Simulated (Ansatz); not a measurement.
**LiCl: a bulk modulus from differences**

It comes from a database structure that was distorted and then relaxed.

All numbers below come from Ansatz, DFT PBE, scalar-relativistic, plane waves, PAW. Settings of the last relaxation (2-atom cell): 420 eV, 8×8×8 k points, Gaussian smearing of 0.02 eV, no spin polarisation.

```xyz
2
Lattice="0.0000 2.5757 2.5757 2.5757 0.0000 2.5757 2.5757 2.5757 0.0000" Properties=species:S:1:pos:R:3 pbc="T T T"
Li    0.0000    0.0000    0.0000
Cl    2.5757    2.5757    2.5757
```

The cell was set to several volumes, with shape and atoms relaxed at each where symmetry leaves them free. Pressure is positive in compression, and energies count from the lowest row.

| row | V (Å³/atom) | P (GPa) | ΔE (meV/atom) | gap on mesh (eV) |
| --- | --- | --- | --- | --- |
| 1 | 15.037 | 5.32 | 30.3 | 6.85 |
| 2 | 15.550 | 3.65 | 16.0 | 6.82 |
| 3 | 16.063 | ? | ? | ? |
| 4 | 16.575 | 1.01 | 1.5 | 6.43 |
| 5 | 17.088 | -0.02 | 0.0 | 6.26 |
| 6 | 17.600 | -0.90 | 1.5 | 6.09 |
| 7 | 18.113 | -1.65 | 5.6 | 5.94 |
| 8 | 18.797 | -2.48 | 14.5 | 5.76 |

Problem. Find B = −V·ΔP/ΔV from rows 4 and 6 and from rows 1 and 2, and from the two its slope B′ and its value B0 at zero pressure.

Solution. Rows 4 and 6 give −(16.575 + 17.600)/2 × (-0.90 − (1.01))/(17.600 − 16.575) = 31.8 GPa at a mean pressure of 0.05 GPa. Rows 1 and 2 give −(15.037 + 15.550)/2 × (3.65 − (5.32))/(15.550 − 15.037) = 49.8 GPa at a mean pressure of 4.49 GPa. So B′ = (49.8 − 31.8)/(4.49 − (0.05)) = 4.05 and B0 = 31.8 − 4.05 × (0.05) = 31.6 GPa. A third-order Birch–Murnaghan fit to all the energies gives B0 = 31.8 GPa and B′ = 4.3.

Problem. Estimate the pressure and energy of row 3.

Solution. From row 5, V0 = 17.088 × (1 + (-0.02)/31.6) = 17.077 Å³/atom. Murnaghan's form P = (B0/B′)·[(V0/V)^B′ − 1] gives (31.6/4.05) × [(17.077/16.063)^4.05 − 1] = 2.20 GPa; the computed pressure is 2.22 GPa, so the estimate is off by -0.02 GPa. The work of compression from row 4, with the mean of the two pressures, gives ΔE = 1.5 + (2.20 + 1.01)/2 × (16.575 − 16.063)/160.2 × 1000 = 6.6 meV/atom (1 eV/Å³ = 160.2 GPa); the computed value is 6.7 meV/atom.

Problem. Fit the gap against pressure through the other rows and estimate it at the computed pressure of row 3.

Solution. Over the 7 rows the mean pressure is 0.7043 GPa and the mean gap is 6.307 eV. The sums of products of deviations are S_xx = 48.86 and S_xy = 7.043, so the slope is 7.043/48.86 = 0.1441 (r = 0.98, rms misfit 0.08 eV). At 2.22 GPa the line gives 6.307 + (0.1441) × (2.22 − 0.7043) = 6.53 eV. The computed value is 6.62 eV, so the line is off by -0.09 eV, less than the largest miss among the fitted rows (0.12 eV).

Kohn–Sham gaps at this level usually fall short of measured ones. All volumes keep the k mesh of the relaxed cell. A later test with randomly moved atoms came back to the same energy, though modes that don't fit the test's cell weren't probed.
